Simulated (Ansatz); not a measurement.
# How far is PAW off for ScAl?

```yaml
crystal:
  lattice:
    - [2.16340, -5.25022, 0.00000]
    - [2.16340, 5.25022, 0.00000]
    - [0.00000, 0.00000, 3.77129]
  atoms:
    - { symbol: Sc, position: [0.86468, 0.13532, 0.75000] }
    - { symbol: Sc, position: [0.13532, 0.86468, 0.25000] }
    - { symbol: Al, position: [0.58451, 0.41550, 0.75000] }
    - { symbol: Al, position: [0.41550, 0.58451, 0.25000] }
```

Atom numbers follow the list: Sc1, Sc2, Al3, Al4.

Structure from Materials Project entry mp-999206 (possibly hypothetical), not relaxed further.

All numbers are computed: DFT, LDA, PAW with Ansatz's default frozen-core files, scalar-relativistic (Ansatz 0.2.0); DFT, LDA, all-electron LAPW, scalar-relativistic (Ansatz 0.2.0).

For PAW: a Γ-centred 10×10×11 k mesh, Fermi–Dirac smearing of 0.05 eV, cutoff 420 eV, no spin polarisation; the PAW files were made with PBE, and the program remakes their frozen cores for this functional. LAPW targets a basis error of 1 meV/atom. The Ansatz runs share mesh, smearing and spin set-up. Plane-wave (PAW) pressures include the program's estimate of the Pulay term.

Stress and pressure are positive in compression.

Levels count from the Fermi level.

```
                       quantity     PAW    LAPW
                 pressure (GPa)   -4.28   -4.30
                stress xx (GPa)   -5.12   -5.14
                stress yy (GPa)   -4.03   -4.06
                stress zz (GPa)   -3.69   -3.71
         force on Sc1, y (eV/Å)  -0.052  -0.051
         force on Al3, y (eV/Å)       ?       ?
highest filled level at E0 (eV)  -1.146  -1.145
  lowest empty level at E0 (eV)   0.294   0.295
highest filled level at C0 (eV)  -0.605  -0.606
  lowest empty level at C0 (eV)   0.043   0.042
 highest filled level at T (eV)  -0.228  -0.230
   lowest empty level at T (eV)   0.457   0.457
```

Problem. Fill in "LAPW" for the row "force on Al3, y (eV/Å)".

Solution. -0.038.

Problem. Give the missing entry: row "force on Al3, y (eV/Å)", column "PAW".

Solution. -0.042.
